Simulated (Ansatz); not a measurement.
# GaAs (F-43m) in Ansatz: band structure with PBE0

Aim: the band structure of GaAs with PBE0.

Program: Ansatz 0.2.0. These are calculated values, not measurements. Logs are shortened: lines on timing, memory, paths and dates and some standing lists are left out, and cuts for length are marked.

**Experimental background.**

“Evidence of valence band perturbations in GaAsN/GaAs(001): A combined variable-angle spectroscopic ellipsometry and modulated photoreflectance investigation”, 2008, arxiv:0805.2212 reports, for a bulk crystal of GaAs at 300 K: band gap 1.412 ± 0.01 eV (direct).

The results are compared with them further down.

### Step 1. Starting point

It takes space group F-43m (No. 216, cubic). Conventional cell: a = 5.654 Å, b = 5.654 Å, c = 5.654 Å, α = 90.00°, β = 90.00°, γ = 90.00°. Around As (site symmetry -43m) lie 4 Ga at 2.45 Å. Ga (site symmetry -43m) is surrounded by 4 As at 2.45 Å.

### Step 2. Band structure, PBE0

Contents of input:

```
crystal:
  lattice:
    - [0.0, 2.82685, 2.82685]
    - [2.82685, 0.0, 2.82685]
    - [2.82685, 2.82685, 0.0]
  atoms:
    - { symbol: As, position: [0.75, 0.75, 0.75] }
    - { symbol: Ga, position: [0.0, 0.0, 0.0] }
hamiltonian:
  xc: pbe0
  pseudopotentials: { kind: paw }
kpoints:
  mp_grid: { grid: [6, 6, 6] }
  band_path:
    path:
      - [[0.0, 0.0, 0.0], [0.5, 0.0, 0.5], [0.5, 0.25, 0.75], [0.375, 0.375, 0.75], [0.0, 0.0, 0.0], [0.5, 0.5, 0.5], [0.625, 0.25, 0.625], [0.5, 0.25, 0.75], [0.5, 0.5, 0.5], [0.375, 0.375, 0.75]]
      - [[0.625, 0.25, 0.625], [0.5, 0.0, 0.5]]
    npoints: 4
scf:
  occupations: { method: fermi_dirac, width: 0.05 }
  n_extra_bands: 6
output:
  forces: true
  stress: true
  eigenvalues: true
  fatbands: false
```

Potentials or basis: Ansatz PAW.

Output:

```text
Warning: output.stress: scf.convergence.dr2_threshold = 1e-7 eV (the SCF's general default) is looser than the 2e-10 eV advised for a printed stress (1e-10 eV for each atom of the cell: 2). What an SCF threshold leaves in a stress goes as its square root, and in the free energy as the threshold itself, and one threshold admits the most on a small cell: of the crystals measured, under no hybrid functional and no lock of the moments, on runs that ended without the residual-converged pass, on stresses that held no estimate of that error, the worst erred by over 100 MPa in a component at 1e-7 eV an atom and by under 5 at 1e-10. Set scf.convergence.dr2_threshold to 2e-10 eV or tighter. The threshold is an SCF's pass mark: one that does not reach it within its budget of iterations ends unconverged, or closes short of it on a stop that the run arms, and scf.convergence.dr2_threshold's page says what that costs each kind of run
Warning: output.stress: scf.exx.energy_threshold = 1e-6 eV is looser than the 2e-8 eV advised for a stress under a hybrid functional (1e-8 eV for each atom of the cell: 2). Every SCF of the exchange loop can meet its threshold on dr2 while the loop round them stops early: no threshold on dr2 bounds what that leaves in the stress. Set scf.exx.energy_threshold to 2e-8 eV or tighter. The threshold is the loop's pass mark: a loop that does not reach it within its budget of cycles ends unconverged, and scf.exx.energy_threshold's page has the law
scf.n_extra_bands = 6 over 14 filled bands (N_el = 28.0): the run solves 20 bands
GPUs: using 1 of 1 available (devices: 1).
Engine: ansatz 0.2.0, x86_64-unknown-linux-gnu
Pseudopotentials: kind: paw
Pseudopotential: As, paw, valence charge 15, recommended cutoff 420 eV (normal), As.paw.azcp
Pseudopotential: Ga, paw, valence charge 13, recommended cutoff 420 eV (normal), Ga.paw.azcp
Functional definition: PBE0
  parameter a = 0.25
  parameter kappa = 0.804
  parameter beta = 0.06672455060314922
  exchange = (1 - a)*pbe_x(kappa = kappa, mu = beta*pi^2/3) + a*exact_x
  correlation = pbe_c(beta = beta)
device memory: the entry about to start is reckoned to put 0.5 GiB on a device that reports 59.0 GiB free (of which the cap on the GPU budget leaves the run 18.0 GiB)
GPU FFT provider: cuFFT
GPU libraries: cuBLAS 13.8.2, cuFFT 12.4.0, cuSOLVER 12.3.4
Crystal: 2 atoms, lattice volume = 45.179 Å³
Basis set: ecut = 420 eV, 893 PW (Γ), exchange–correlation on 54×54×54 points (8 copies of the dense FFT grid, shifted against one another)
Bands: 20, of which v1, the nominal top of the filled ones, is band 14 counted from 1 (13 counted from 0)
Symmetry: 24 space group operations
Space group: F-43m (ITA 216), of the structure as read, at distance tolerance 3.6e-5 Å
k-points: 16 of 216 (time reversal used)
Non-local potential: As, projectors of the file, l = 0: 2, l = 1: 2, l = 2: 3, l = 3: 1
Non-local potential: Ga, projectors of the file, l = 0: 2, l = 1: 2, l = 2: 3, l = 3: 1
PAW form: soft (Blöchl's): semilocal exchange-correlation on the pseudo side does not see the compensation charge
PAW frozen core: As, regenerated for the run's functional, and the local potential with it (the file was generated under x = pbe(κ = 0.804, μ = 0.2195149727645171), c = pbe(β = 0.06672455060314922))
PAW frozen core: Ga, regenerated for the run's functional, and the local potential with it (the file was generated under x = pbe(κ = 0.804, μ = 0.2195149727645171), c = pbe(β = 0.06672455060314922))
PAW one-centre angular grid: As, 590 points (default); XC on 64 Gauss nodes
PAW one-centre angular grid: Ga, 590 points (default); XC on 64 Gauss nodes
Initial density: superposition of atomic densities (neutral atoms: chi_scale 0, normalization atom), corrected by the library's trained network
Initial wavefunctions: pseudopotential atomic-orbital guess
GPU buffer pool allocated for 19683 grid points (all kernels)
GPU transforms: local potential and band sums: pruned to the plane-wave sphere, on 25×27×27
Functional: x = pbe(κ = 0.804, μ = 0.2195149727645171), c = pbe(β = 0.06672455060314922), warm-up for x = 0.75 pbe(κ = 0.804, μ = 0.2195149727645171) + 0.25 exact, c = pbe(β = 0.06672455060314922)
SCF iter   1: F=—  HF=-8639.815164 eV  |F-HF|=—  |Δ(HF+E_count)|=         —  Δρ=1.42e-3  dr2=1.74e-3  ethr=1.77e-3  ⟨swp⟩=8.6  Hψ=1328  notcnv=0
preconditioner: auto → none  [insulator: Δε(μ)=0.510 eV  Ē_g=17.237 eV  σ=0.050 eV  W_gap=0.99  n_scr=14 (ndim 8)  ℏωp=23.4 eV  f_vac=0.086  D(μ)=0.00/eV (n_scr^D=0)]
iter 2 solved again at ethr=4.85e-7 eV; its pass at ethr=6.22e-6 eV (dr2=1.36e-4 eV) is discarded
SCF iter   2: F=—  HF=-8639.814892 eV  |F-HF|=—  |Δ(HF+E_count)|=   2.72e-4  Δρ=4.30e-4  dr2=1.37e-4  ethr=4.85e-7  ⟨swp⟩=2.9  Hψ=1501  notcnv=0  defer=1
SCF iter   3: F=-8639.814906 eV  HF=-8639.814890 eV  |F-HF|=1.65e-5  |Δ(HF+E_count)|=   2.45e-6  Δρ=2.18e-4  dr2=2.57e-5  ethr=4.85e-7  ⟨swp⟩=3.0  Hψ=752  notcnv=0
SCF 1 stopped early in 3 iterations: F = -8639.814906 eV  dr2 = 2.57e-5
device memory: the entry about to start is reckoned to put 1.1 GiB on a device that reports 58.9 GiB free (of which the cap on the GPU budget leaves the run 18.0 GiB)
GPU FFT provider: cuFFT
GPU libraries: cuBLAS 13.8.2, cuFFT 12.4.0, cuSOLVER 12.3.4
Initial density: handed on by an earlier stage of this run
Initial wavefunctions: those handed on with the density
GPU buffer pool allocated for 19683 grid points (all kernels)
GPU transforms: local potential and band sums: pruned to the plane-wave sphere, on 25×27×27
Functional: x = 0.75 pbe(κ = 0.804, μ = 0.2195149727645171) + 0.25 exact, c = pbe(β = 0.06672455060314922)
Exchange kernel: α = 0.2500, full range, Wigner–Seitz truncation, v(0) = 15830.9446 eV·Å³, q-mesh 6×6×6, nearest image of the exchange supercell L = 23.99 Å, pair-density grid 15×15×15, without the augmentation charges, whose exchange is taken in its separable form by FFT convolution over the k-point mesh (sized by the pseudopotential files, 24×24×24 at the most), smooth part of the exact exchange by density-matrix convolution in up to 3.16 GiB of GPU memory as planned if the GPU has room (build and FFT work areas not counted)
Frozen-core exchange: fock
SCF iter   1: F=—  HF=-8641.587988 eV  |F-HF|=—  |Δ(HF+E_count)|=         —  Δρ=1.24e-2  dr2=2.65e-2  ethr=9.18e-7  ⟨swp⟩=6.2  Hψ=1549  notcnv=0
preconditioner: auto → none  [insulator: Δε(μ)=1.862 eV  Ē_g=20.771 eV  σ=0.050 eV  W_gap=1.00  n_scr=14 (ndim 8)  ℏωp=23.4 eV  f_vac=0.080  D(μ)=0.00/eV (n_scr^D=0)]
SCF iter   2: F=—  HF=-8641.571061 eV  |F-HF|=—  |Δ(HF+E_count)|=   1.69e-2  Δρ=2.85e-3  dr2=2.90e-3  ethr=9.18e-7  ⟨swp⟩=4.0  Hψ=1183  notcnv=0
SCF iter   3: F=—  HF=-8641.582748 eV  |F-HF|=—  |Δ(HF+E_count)|=   1.17e-2  Δρ=3.25e-3  dr2=1.64e-3  ethr=9.18e-7  ⟨swp⟩=4.1  Hψ=1068  notcnv=0
SCF iter   4: F=—  HF=-8641.582578 eV  |F-HF|=—  |Δ(HF+E_count)|=   1.70e-4  Δρ=1.15e-3  dr2=2.23e-4  ethr=9.18e-7  ⟨swp⟩=3.0  Hψ=721  notcnv=0
SCF iter   5: F=—  HF=-8641.582897 eV  |F-HF|=—  |Δ(HF+E_count)|=   3.19e-4  Δρ=2.84e-4  dr2=2.76e-5  ethr=6.52e-7  ⟨swp⟩=3.1  Hψ=609  notcnv=0
SCF iter   6: F=-8641.582889 eV  HF=-8641.582890 eV  |F-HF|=4.64e-7  |Δ(HF+E_count)|=   7.67e-6  Δρ=2.35e-5  dr2=1.50e-6  ethr=7.12e-8  ⟨swp⟩=3.2  Hψ=712  notcnv=0
SCF 2 stopped early in 6 iterations: F = -8641.582889 eV  dr2 = 1.50e-6
hybrid outer 1: dexx = +1.396e-2 eV, tail = 7.58e-5 eV
GPU FFT provider: cuFFT
GPU libraries: cuBLAS 13.8.2, cuFFT 12.4.0, cuSOLVER 12.3.4
GPU buffer pool allocated for 19683 grid points (all kernels)
GPU transforms: local potential and band sums: pruned to the plane-wave sphere, on 25×27×27
Exchange kernel: α = 0.2500, full range, Wigner–Seitz truncation, v(0) = 15830.9446 eV·Å³, q-mesh 6×6×6, nearest image of the exchange supercell L = 23.99 Å, pair-density grid 15×15×15, without the augmentation charges, whose exchange is taken in its separable form by FFT convolution over the k-point mesh (sized by the pseudopotential files, 24×24×24 at the most), smooth part of the exact exchange by density-matrix convolution in up to 3.16 GiB of GPU memory as planned if the GPU has room (build and FFT work areas not counted)
Frozen-core exchange: fock
SCF iter   1: F=—  HF=-8641.583040 eV  |F-HF|=—  |Δ(HF+E_count)|=         —  Δρ=6.81e-5  dr2=1.45e-6  ethr=1.35e-6  ⟨swp⟩=3.9  Hψ=740  notcnv=0
preconditioner: auto → none  [insulator: Δε(μ)=2.010 eV  Ē_g=20.610 eV  σ=0.050 eV  W_gap=1.00  n_scr=14 (ndim 8)  ℏωp=23.4 eV  f_vac=0.079  D(μ)=0.00/eV (n_scr^D=0)]
SCF iter   2: F=—  HF=-8641.583042 eV  |F-HF|=—  |Δ(HF+E_count)|=   2.16e-6  Δρ=4.24e-5  dr2=6.43e-7  ethr=4.27e-9  ⟨swp⟩=4.1  Hψ=980  notcnv=0
SCF iter   3: F=—  HF=-8641.583042 eV  |F-HF|=—  |Δ(HF+E_count)|=   1.35e-7  Δρ=1.80e-5  dr2=9.29e-8  ethr=1.92e-9  ⟨swp⟩=2.4  Hψ=551  notcnv=0
SCF iter   4: F=—  HF=-8641.583042 eV  |F-HF|=—  |Δ(HF+E_count)|=   7.89e-8  Δρ=2.12e-6  dr2=1.27e-9  ethr=3.04e-10  ⟨swp⟩=3.9  Hψ=845  notcnv=0  defer=1
SCF iter   5: F=-8641.583042 eV  HF=-8641.583042 eV  |F-HF|=1.01e-9  |Δ(HF+E_count)|=   3.26e-9  Δρ=1.10e-6  dr2=8.14e-10  ethr=3.69e-12  ⟨swp⟩=4.1  Hψ=1047  notcnv=0
SCF 3 converged in 5 iterations: F = -8641.583042 eV  dr2 = 8.14e-10
  Residual-converged pass: ⟨swp⟩=1.4  Hψ=327  notcnv=0  max |occ|·‖R‖ = 2.3e-6 eV (tolerance 2.4e-6 eV)  dr2=8.14e-10  dr2_onsite=6.16e-10  max |Δocc| = 2.0e-21
hybrid outer 2: dexx = +1.616e-6 eV, tail = 4.87e-8 eV, Δε = 3.86e-3 eV (about 1.52e-4 eV left of the loop's levels)
device memory: the entry about to start is reckoned to put 0.4 GiB on a device that reports 53.9 GiB free (of which the cap on the GPU budget leaves the run 18.0 GiB)
NSCF: frozen V_eff on 42 k-points, pencils in batches of 32, up to order 88
hybrid SCF converged: 2 outer / 11 inner (+3 warm-up), last move |dexx| = 1.62e-6 eV, tail = 4.87e-8 eV
Stability not checked: this state was not tested for a lower state beside it, because the functional holds exact exchange (a hybrid, or Hartree-Fock), whose exchange loop this test does not read (fock_operator; see scf.lower_state_search)
Free energy (F): -8641.583042 eV
Frozen-core exchange: fock
Harris-Foulkes:  -8641.583042 eV  (|F-HF|=1.01e-9)
Internal energy: -8641.583042 eV  (E = F + TS)
E sigma→0 (E₀):  -8641.583042 eV
Fermi energy:    8.491809 eV
--- Per-component energies (eV) ---
  E_band       = -398.872563
  E_kinetic    = 217.797361
  E_local      = -3920.025588  (includes V_loc(G=0)·N_el)
  E_nonlocal   = -244.009748
  E_hartree    = 1979.497035
  E_xc         = -113.863594
  E_vxc        = -105.596350  (∫ρ·V_xc dr)
  E_exx        = -120.972667  (= α·E_x^exact, valence–valence)
  E_paw        = -3740.550814  (= ΣΔE_a)
  E_vpaw       = -64.087795  (= ΣTr[D̂ρ^β])
  E_aug_tail   = -0.000140  (compensation charges beyond the density's cutoff)
  E_ewald      = -2698.727786
  E_core_change = -0.727099  (= ΣΔE_core)
  E_smearing   = -0.000000  (= −TS)
  E_closure    = 0.000000  (closes the sum)
  Σ components = -8641.583042   (vs F -8641.583042, Δ=0.00e0)
--- Forces (eV/Å), atoms counted from 1 ---
  atom   1  As    -0.00000000     0.00000000     0.00000000
  atom   2  Ga    -0.00000000     0.00000000     0.00000000
  max |Σ_I F_I| component: 2.22e-16 eV/Å
--- Stress (GPa, compression-positive) ---
        0.918764       0.000000      -0.000000
        0.000000       0.918764       0.000000
       -0.000000       0.000000       0.918764
  P = ⅓ Tr σ = 0.9188 GPa (9.188 kbar)
--- Band table (eV; the first three rows and the last of 16) ---
  k-point 0: bands = ["-31.1721", "-31.1721", "-31.1721", "-31.1608", "-31.1608", "-10.0640", "-10.0640", "-10.0640", "-9.9829", "-9.9829", "-6.6132", "7.4588", "7.4588", "7.4588", "9.4699", "12.6597", "12.6597", "12.6597", "16.6752", "19.3101"]
  k-point 1: bands = ["-31.1720", "-31.1719", "-31.1719", "-31.1607", "-31.1607", "-10.0776", "-10.0586", "-10.0586", "-9.9832", "-9.9832", "-6.2684", "4.6126", "7.0489", "7.0489", "10.5359", "13.2529", "13.2529", "13.6772", "18.0893", "18.1284"]
  k-point 2: bands = ["-31.1717", "-31.1715", "-31.1715", "-31.1606", "-31.1606", "-10.1037", "-10.0493", "-10.0493", "-9.9822", "-9.9822", "-5.3648", "1.5553", "6.4397", "6.4397", "10.0754", "13.6832", "13.6832", "16.4213", "17.8526", "18.8356"]
  k-point 15: bands = ["-31.1721", "-31.1709", "-31.1703", "-31.1608", "-31.1601", "-10.1370", "-10.0312", "-10.0222", "-9.9970", "-9.9775", "-3.8103", "0.1185", "3.7517", "3.9314", "12.1031", "12.4030", "16.3112", "16.6064", "20.5005", "21.7296"]
```

Run time: 60 s. Hardware: 1 × NVIDIA H100 80GB HBM3 with 2 threads of AMD EPYC 7R13 (Zen 3), shared host; peak memory 2.4 GiB.

Results:

* Free energy: -8641.5830 eV
* Pressure: 0.9 GPa
* Band gap on the k mesh: 2.01 eV, direct
* Band gap along the path: 2.01 eV, direct

Levels at the corners of the path, in eV from the valence-band top:
| point | band 12 | band 13 | band 14 | band 15 | band 16 | band 17 |
| --- | --- | --- | --- | --- | --- | --- |
| Γ | 0.00 | 0.00 | 0.00 | 2.01 | 5.20 | 5.20 |
| X | -7.50 | -2.97 | -2.97 | 2.70 | 2.97 | 12.25 |
| W | -7.28 | -3.93 | -3.69 | 6.14 | 6.34 | 7.09 |
| K | -7.28 | -4.28 | -2.50 | 3.28 | 6.19 | 9.80 |
| Γ | 0.00 | 0.00 | 0.00 | 2.01 | 5.20 | 5.20 |
| L | -7.33 | -1.26 | -1.26 | 2.38 | 6.14 | 6.14 |
| U | -7.28 | -4.28 | -2.50 | 3.28 | 6.19 | 9.80 |
| W | -7.28 | -3.93 | -3.69 | 6.14 | 6.34 | 7.09 |
| L | -7.33 | -1.26 | -1.26 | 2.38 | 6.14 | 6.14 |
| K | -7.28 | -4.28 | -2.50 | 3.28 | 6.19 | 9.80 |
| U | -7.28 | -4.28 | -2.50 | 3.28 | 6.19 | 9.80 |
| X | -7.50 | -2.97 | -2.97 | 2.70 | 2.97 | 12.25 |

Caveat: the PAW data sets come from PBE, with cores solved anew for the run's functional, which leaves a small shift of forces and pressure; the thresholds are loose for stress.

### Step 3. Comparison with measurements

Step 2. Measured gap of GaAs: 1.412 eV (direct; 300 K; “Evidence of valence band perturbations in GaAsN/GaAs(001): A combined variable-angle spectroscopic ellipsometry and modulated photoreflectance investigation”, 2008, arxiv:0805.2212). This calculation gives 2.01 eV (+0.60 eV). 3 values of this kind are on record (1.412 to 1.51 eV); this one was drawn at random among those near their median, those with a stated uncertainty first. Spin-orbit coupling on As, Ga is left out. The value is that of PBE0, without temperature or zero-point motion.
